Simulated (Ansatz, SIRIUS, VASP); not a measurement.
# One calculation of AlRu, 4 ways

```
CELL_PARAMETERS angstrom
2.99160 0.00000 0.00000
0.00000 2.99160 0.00000
0.00000 0.00000 2.99160
ATOMIC_POSITIONS crystal
Ru 0.50000 0.50000 0.50000
Al 0.00000 0.00000 0.00000
```

Alike in all runs: task single point; functional PBEsol; k mesh 9 × 9 × 9; occupations fermi-dirac, width 0.05 eV; no spin polarisation; no spin-orbit coupling. Pressure is positive in compression and, in plane waves, holds the error of the finite cutoff, which Ansatz's Pulay term estimates and takes out.

```tsv
program and potentials	plane-wave cutoff (eV)	notes	pressure (GPa)
Ansatz, Ansatz PAW	420	potentials made for PBE, which Ansatz adapts in part; 9.5 valence electrons an atom on average	?
VASP, PBE PAW files Al, Ru_pv, 520 eV	520	potentials made for PBE; 8.5 valence electrons an atom on average	-3.27
Ansatz, all-electron LAPW, scalar-relativistic	-	-	-3.37
SIRIUS, PseudoDojo 0.4.1 PBEsol standard (scalar relativistic)	1152	9.5 valence electrons an atom on average	-3.23
```

Problem. Estimate from the other rows what the run with Ansatz, Ansatz PAW gave.

Solution. Pressure -3.33 GPa. Its pressure holds a Pulay term of +0.05 GPa. The other rows, which needn't bracket it: pressure -3.37 to -3.23.
